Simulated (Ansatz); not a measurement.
Crystal: MoS2.

```xyz
3
Lattice="1.5800 0.9122 6.1500 -1.5800 0.9122 6.1500 0.0000 -1.8244 6.1500" Properties=species:S:1:pos:R:3 pbc="T T T"
Mo    0.0000    0.0000    0.0000
S     0.0000    0.0000    7.6936
S     0.0000    0.0000    4.6125
```

Measurements of this composition are mostly on another form, of space group No. 194.

Base run:

- Program: Ansatz 0.2.0
- Functional: PBEsol
- Potentials or basis: all-electron LAPW, scalar-relativistic
- Cutoff: 246 eV
- Density cutoff: 983 eV
- Basis error allowed: 0.002 eV/atom
- k mesh: 8 × 8 × 8
- Occupations: fermi-dirac, width 0.05 eV
- Spin: no spin polarisation

Its results: band gap on the k mesh 0.99 eV, indirect (least direct gap 2.03 eV); pressure 0.4 GPa; largest force 0.261 eV/Å.

Problem. The run is repeated on the same cell with these changes: k mesh from 8 × 8 × 8 to 10 × 10 × 10. What comes out?

Solution. Band gap on the k mesh 0.91 eV, indirect (least direct gap 1.96 eV); pressure 0.4 GPa; largest force 0.260 eV/Å.

A k mesh can miss the band edges.

Not every run made on this cell is shown here.
